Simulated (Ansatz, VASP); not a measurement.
One calculation of Ag, two programs

Contents of INCAR:

```
SYSTEM = Ag
  ALGO = Normal
  EDIFF = 1E-7
  ENCUT = 520
  GGA = PE
  ISIF = 2
  ISMEAR = 0
  LASPH = .TRUE.
  LCHARG = .TRUE.
  LELF = .TRUE.
  LREAL = .FALSE.
  LVHAR = .TRUE.
  LWAVE = .FALSE.
  NBANDS = 12
  NELM = 60
  PREC = Accurate
  SIGMA = 0.15
```

The input KPOINTS:

```
k-points
0
G
  20 20 20
  0 0 0
```

POSCAR

```
Ag
1.0
    0.0000000000      2.0124535000      2.0431000000
    2.0431000000      0.0000000000      2.0431000000
    2.0431000000      2.0124535000      0.0000000000
Ag
1
Direct
    0.0000000000      0.0000000000      0.0000000000
```

Input for Ansatz:

```yaml
crystal:
  lattice:
    - [0.0, 2.0124535, 2.0431]
    - [2.0431, 0.0, 2.0431]
    - [2.0431, 2.0124535, 0.0]
  atoms:
    - { symbol: Ag, position: [0.0, 0.0, 0.0] }
basis:
  ecutwfc: 420
kpoints:
  mp_grid: { grid: [20, 20, 20] }
hamiltonian:
  xc: pbe
scf:
  occupations: { method: gaussian, width: 0.15 }
output:
  forces: true
  stress: true
  eigenvalues: true
```

Change from the starting cell: strain -0.0150 x Voigt [0, 1, 0, 0, 0, 0], atoms carried along.

Alike in both runs: task single point; functional PBE; k mesh 20 × 20 × 20; occupations gaussian, width 0.15 eV; no spin polarisation.

|  | VASP | Ansatz |
| --- | --- | --- |
| version | VASP 6.6.1 | Ansatz 0.2.0 |
| potentials or method | VASP PAW PBE potentials, release 64 (Ag) | scalar-relativistic, plane waves, PAW |
| plane-wave cutoff (eV) | 520 | 420 |
| valence electrons in the cell | 11 | 19 |

|  | VASP | Ansatz | Ansatz less VASP |
| --- | --- | --- | --- |
| gap on the k mesh at the Fermi level (eV) | none | none | - |
| pressure (GPa) | 6.4 | 6.5 | +0.19 |
| largest component of the traceless stress (GPa) | 0.39 | 0.40 | +0.005 |

A gap of «none» marks a metal or a gap that the smearing closes. The two sets of potentials don't hold the same shells in valence.
